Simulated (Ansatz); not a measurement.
# Mn, simple cubic: how the functional moves the structure

All rows: Ansatz, plane waves with scalar-relativistic PAW, 420 eV (500 eV for the SCAN forms), relaxed under each functional, no dispersion correction, no zero-point motion. B₀ comes from uniform scaling at fixed shape; a dash is a value not given.

```json
{"functional": "r²SCAN", "V (Å³/atom)": "16.67", "cell": "a = 2.554 Å", "B₀ (GPa)": "34", "magnetic state": "antiferromagnetic, largest moment 3.71 μB in the atomic sphere", "ΔE to alpha-Mn (A12) (meV/atom)": "531"}
{"functional": "PBEsol", "V (Å³/atom)": "12.43", "cell": "a = 2.316 Å", "B₀ (GPa)": "123", "magnetic state": "antiferromagnetic, largest moment 1.92 μB in the atomic sphere", "ΔE to alpha-Mn (A12) (meV/atom)": "856"}
{"functional": "LDA", "V (Å³/atom)": "11.57", "cell": "a = 2.262 Å", "B₀ (GPa)": "-", "magnetic state": "antiferromagnetic, largest moment 1.39 μB in the atomic sphere", "ΔE to alpha-Mn (A12) (meV/atom)": "930"}
{"functional": "revPBE", "V (Å³/atom)": "14.04", "cell": "a = 2.412 Å", "B₀ (GPa)": "75", "magnetic state": "antiferromagnetic, largest moment 2.48 μB in the atomic sphere", "ΔE to alpha-Mn (A12) (meV/atom)": "662"}
{"functional": "RPBE", "V (Å³/atom)": "14.35", "cell": "a = 2.430 Å", "B₀ (GPa)": "67", "magnetic state": "antiferromagnetic, largest moment 2.59 μB in the atomic sphere", "ΔE to alpha-Mn (A12) (meV/atom)": "636"}
```

What does PBE give?

V (Å³/atom): 13.36; cell: a = 2.373 Å; B₀ (GPa): 96; magnetic state: antiferromagnetic, largest moment 2.24 μB in the atomic sphere; ΔE to alpha-Mn (A12) (meV/atom): 725.
